**Orbital character of the filled bands of SnTe**

The table holds electron counts and mean energies of the filled states of a displaced rocksalt SnTe cell, projected on the Te and Sn muffin-tin spheres and the interstitial (FLEUR, all-electron LAPW, PW91, no spin-orbit coupling, 5x5x5 mesh, window from $-12$ eV). The program checks the counts against the full sphere charges and finds 9.73 of 10 e, with about half of the deficit in Te s. Rough recalled atomic levels plus one shift (4.33 eV, fitted to Te s, Te p and Sn s) give the centres to 0.73 eV rms and miss the unfitted Sn p row by 3.48 eV. Treating the interstitial as orbital tails gives $-4.09$ to $-4.29$ eV against $-4.44$ eV, whereas an equal share of every state gives $-5.32$ eV. The Te p/Sn p ratio of 3.32 mixes electron count with orbital size, so it does not fix an oxidation state.

Calculated values. FLEUR MaX-R8.1 (patched build s14), all-electron PW91 without spin-orbit coupling, for SnTe in a two-atom cell with randomly displaced atoms; 5×5×5 k mesh, Fermi-Dirac smearing of 0.05 eV. The muffin-tin radius is 2.6 bohr for both elements. Projections cover the filled states above −12 eV, and energies are relative to the valence top.

## Numerical check

```python
# Table: SnTe (displaced rocksalt), FLEUR all-electron LAPW, PW91, no spin-orbit, 5x5x5 mesh:
# electrons per projection in filled states above -12 eV and their centre (eV from valence top).
# Tested: electron bookkeeping, atomic levels + one shift, interstitial as orbital tails, p ratio.
T = {
    'projection_name': ['INT', 'MT:1s', 'MT:1p', 'MT:1d', 'MT:2s', 'MT:2p', 'MT:2d'],
    'projection_electrons': [3.8, 1.41, 2.39, 0.05, 1.29, 0.72, 0.07],  # e
    'projection_band_centre': [-4.44, -10.4, -2.77, -3.06, -5.95, -3.05, -3.35],  # eV
}
import numpy as np
from scipy.special import gammainc
from scipy.constants import physical_constants as pc
lab = {'INT': 'INT', 'MT:1s': 'Te s', 'MT:1p': 'Te p', 'MT:1d': 'Te d', 'MT:2s': 'Sn s', 'MT:2p': 'Sn p', 'MT:2d': 'Sn d'}
N = {lab[k]: v for k, v in zip(T['projection_name'], T['projection_electrons'])}
C = {lab[k]: v for k, v in zip(T['projection_name'], T['projection_band_centre'])}
# further outputs of the same run: sphere charges (s,p,d,f), sphere totals, radius, cell
te, sn = [1.54749, 8.39361, 10.02601, 0.00848], [3.31823, 6.71765, 9.96378, 0.0129]
qte, qsn, R, edge, dmin, vol, cut = 19.97693, 20.01476, 2.6, 4.456, 2.967, 2*31.28, -12.0
tot = sum(N.values())
print("rounding: 0.005 e, 0.005 eV per entry (10% of Te d, 7% of Sn d charge)")
print(f"ideal contact {edge/2**.5:.3f} A, shortest {dmin} A, shorter by {edge/2**.5-dmin:.3f} A")
fv = 1 - 2*4/3*np.pi*(R*pc['Bohr radius'][0]*1e10)**3/vol
print(f"rows sum {tot:.2f} e of 10, missing {10-tot:.2f} e; mean centre {sum(N[k]*C[k] for k in N)/tot:.2f} eV")
print(f"INT: {100*N['INT']/tot:.0f}% of electrons in {100*fv:.0f}% of volume")
F = {'Te s': te[0], 'Te p': te[1]-6, 'Sn s': sn[0]-2, 'Sn p': sn[1]-6}
print("full sphere charge minus semicore, against table (e):")
for k in F: print(f"  {k}: {F[k]:.3f} vs {N[k]:.2f}, short by {F[k]-N[k]:+.3f}")
leak = 20 - (te[2]-N['Te d']) - (sn[2]-N['Sn d'])
hi = qte + qsn - sum(te[:3]) - sum(sn[:3])
mi = 44 - qte - qsn - leak - N['INT']
print(f"all interstitial {44-qte-qsn:.3f} e, 4d leakage {leak:.3f} e, INT short by {mi:.3f} e")
clip = 10 - tot - hi
mt, ms = F['Te s']-N['Te s'], F['Sn s']-N['Sn s']
print(f"f and higher in spheres {hi:.3f} e; remainder {clip:.3f} e")
print(f"remainder: Te s {100*mt/clip:.0f}%, Sn s {100*ms/clip:.0f}%, INT {100*mi/clip:.0f}%")
print(f"if it lies below -12 eV: Te s centre at or below {(N['Te s']*C['Te s']+mt*cut)/F['Te s']:.2f} eV")
print("centre differences (eV):")
for a, b in [('Sn s', 'Te s'), ('Te p', 'Te s'), ('Sn p', 'Sn s'), ('Te p', 'Sn s'), ('Te p', 'Sn p'), ('Te p', 'Te d'), ('Sn p', 'Sn d')]:
    print(f"  {a} minus {b}: {C[a]-C[b]:+.2f}")
E = {'Te s': -15., 'Te p': -6.1, 'Sn s': -11., 'Sn p': -3.9}  # rough recalled free-atom DFT levels, eV
fit = ['Te s', 'Te p', 'Sn s']
sh = np.mean([C[k]-E[k] for k in fit])
print(f"level model (rough recalled levels, about 0.5 eV): shift {sh:.2f} eV, Sn p not fitted")
for k in E: print(f"  {k}: level {E[k]:.1f}, model {E[k]+sh:+.2f}, table {C[k]:.2f}, residual {C[k]-E[k]-sh:+.2f} eV")
print(f"  rms of fitted rows {np.sqrt(np.mean([(C[k]-E[k]-sh)**2 for k in fit])):.2f} eV; worst row Sn p")
ts, ss = 2 - F['Te s'] - mi, 2 - F['Sn s']
pt = N['INT'] - ts - ss
print(f"INT as tails: Te s {ts:.2f}, Sn s {ss:.2f}, p {pt:.2f} e (p share {100*pt/N['INT']:.0f}%)")
res = []
for k in ['Te p', 'Sn p']:
    c = (ts*C['Te s'] + ss*C['Sn s'] + pt*C[k])/N['INT']
    res.append(C['INT']-c)
    print(f"  p tails at {k} centre: {c:.2f} eV, table {C['INT']:.2f}, residual {C['INT']-c:+.2f}")
avg = sum(N[k]*C[k] for k in N if k != 'INT')/(tot-N['INT'])
print(f"  equal share of every state: {avg:.2f} eV, residual {C['INT']-avg:+.2f}")
r = N['Te p']/N['Sn p']
print(f"Te p / Sn p charge ratio {r:.2f}; captured part of s pair: Te {F['Te s']/2:.2f}, Sn {F['Sn s']/2:.2f}")
print(f"  neutral atoms (4:2), capture ratio from s: {2*F['Te s']/F['Sn s']:.2f}")
z = {a: Z - 28 - 18*0.85 - 0.35*(v-1) for a, Z, v in [('Te', 52, 6), ('Sn', 50, 4)]}  # Slater rules, n*=4
f = {a: gammainc(9, 2*z[a]/4*R) for a in z}
print(f"  Slater Zeff Te {z['Te']:.2f}, Sn {z['Sn']:.2f}; inside sphere {f['Te']:.2f}, {f['Sn']:.2f}")
print(f"  neutral atoms, Slater: Te p {4*f['Te']:.2f}, Sn p {2*f['Sn']:.2f} e, ratio {2*f['Te']/f['Sn']:.2f}")
print(f"  Slater s pair: Te {2*f['Te']:.2f} vs {F['Te s']:.2f}, Sn {2*f['Sn']:.2f} vs {F['Sn s']:.2f} e (poor)")
assert C['Te s'] < C['Sn s'] < C['Sn p'] < C['Te p']
assert all(abs(F[k]-N[k]) < 0.01 for k in ['Te p', 'Sn p']) and mt > 0.5*clip
assert max(abs(x) for x in res) < abs(C['INT']-avg)
```

Running it gives:

```
rounding: 0.005 e, 0.005 eV per entry (10% of Te d, 7% of Sn d charge)
ideal contact 3.151 A, shortest 2.967 A, shorter by 0.184 A
rows sum 9.73 e of 10, missing 0.27 e; mean centre -4.98 eV
INT: 39% of electrons in 65% of volume
full sphere charge minus semicore, against table (e):
  Te s: 1.547 vs 1.41, short by +0.137
  Te p: 2.394 vs 2.39, short by +0.004
  Sn s: 1.318 vs 1.29, short by +0.028
  Sn p: 0.718 vs 0.72, short by -0.002
all interstitial 4.008 e, 4d leakage 0.130 e, INT short by 0.078 e
f and higher in spheres 0.025 e; remainder 0.245 e
remainder: Te s 56%, Sn s 12%, INT 32%
if it lies below -12 eV: Te s centre at or below -10.54 eV
centre differences (eV):
  Sn s minus Te s: +4.45
  Te p minus Te s: +7.63
  Sn p minus Sn s: +2.90
  Te p minus Sn s: +3.18
  Te p minus Sn p: +0.28
  Te p minus Te d: +0.29
  Sn p minus Sn d: +0.30
level model (rough recalled levels, about 0.5 eV): shift 4.33 eV, Sn p not fitted
  Te s: level -15.0, model -10.67, table -10.40, residual +0.27 eV
  Te p: level -6.1, model -1.77, table -2.77, residual -1.00 eV
  Sn s: level -11.0, model -6.67, table -5.95, residual +0.72 eV
  Sn p: level -3.9, model +0.43, table -3.05, residual -3.48 eV
  rms of fitted rows 0.73 eV; worst row Sn p
INT as tails: Te s 0.37, Sn s 0.68, p 2.74 e (p share 72%)
  p tails at Te p centre: -4.09 eV, table -4.44, residual -0.35
  p tails at Sn p centre: -4.29 eV, table -4.44, residual -0.15
  equal share of every state: -5.32 eV, residual +0.88
Te p / Sn p charge ratio 3.32; captured part of s pair: Te 0.77, Sn 0.66
  neutral atoms (4:2), capture ratio from s: 2.35
  Slater Zeff Te 6.95, Sn 5.65; inside sphere 0.55, 0.32
  neutral atoms, Slater: Te p 2.20, Sn p 0.63 e, ratio 3.46
  Slater s pair: Te 1.10 vs 1.55, Sn 0.63 vs 1.32 e (poor)
```
